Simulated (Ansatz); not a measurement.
Method: PBE, scalar-relativistic; no spin polarisation; PAW, 420 eV, 12×12×10 k-mesh, Gaussian smearing of 0.05 eV; code Ansatz. The datasets are Ansatz's generated set soft_2.

A compound XO has these computed properties.

```yaml
Space_group: P-6m2 (No. 187)
Conventional_cell: a = 3.568 Å, b = 3.568 Å, c = 3.295 Å, α = 90.00°, β = 90.00°, γ = 120.00°
Volume: 18.16 Å³/atom
Band_gap: zero (semimetal)
Density_of_states_at_the_Fermi_level: about 0 states/(eV·atom) (so small a value isn't resolved on this mesh)
Bader_charges: X 1.17; O -1.17 e
Formation_energy_from_the_elements_0_K_uncorrected: -0.80 eV/atom
Bulk_modulus_Birch–Murnaghan: 81 GPa
Pressure_derivative_B0′: 4.4
```

Sites: X on 1a, O on 1f.

Question: Which element is X?
A. Tl
B. Pb
C. Hg
D. Bi

Answer: B. X is Pb, so the compound is PbO.

The start was a prototype's sites filled with these elements. The Crystallography Open Database lists the compound in space groups Pbcm, P4/nmm, so this is a trial structure.

No spin–orbit coupling, a notable omission for heavy elements. A displaced or strained copy of the relaxed cell lay 3.2 meV/atom lower, so the structure isn't a true minimum at this level, unless the mesh, which matters in a metal, makes it so.
